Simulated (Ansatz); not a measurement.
Results of r²SCAN in Ansatz (PAW) for spinel MgAl2O4.

Settings: plane-wave cutoff 560 eV, 8×8×8 k mesh, Fermi–Dirac smearing 0.01 eV, scalar-relativistic PAW data made under PBE.

Computed at the level's own relaxed cell.

Task: Predict the lattice constant a, smallest direct gap on the k points sampled and bulk modulus.

Result: 
lattice constant a: 8.084 Å
smallest direct gap on the k points sampled: 6.21 eV
bulk modulus: 201 GPa

Measured, for comparison: lattice constant a 8.074 Å (0 K, fit to 77–300 K taken to 0 K; as tabulated in Grimes and Al-Ajaj (1992), doi:10.1088/0953-8984/4/30/004); bulk modulus 195 GPa (300 K, copied from a table, unchecked, no zero-point or thermal correction; as tabulated in BurnMan's mineral tables). Computed (rounded) less measured: lattice constant a +0.1 %, bulk modulus not scored (unchecked). A static lattice is as a rule a little smaller and stiffer than an uncorrected measurement, which can account for part of this.

Note: the bulk modulus comes from volumes at which shape and atoms were relaxed.

Computed values are for the static lattice.

The result took roughly 11 core-minutes.

Ansatz is a first-principles code.
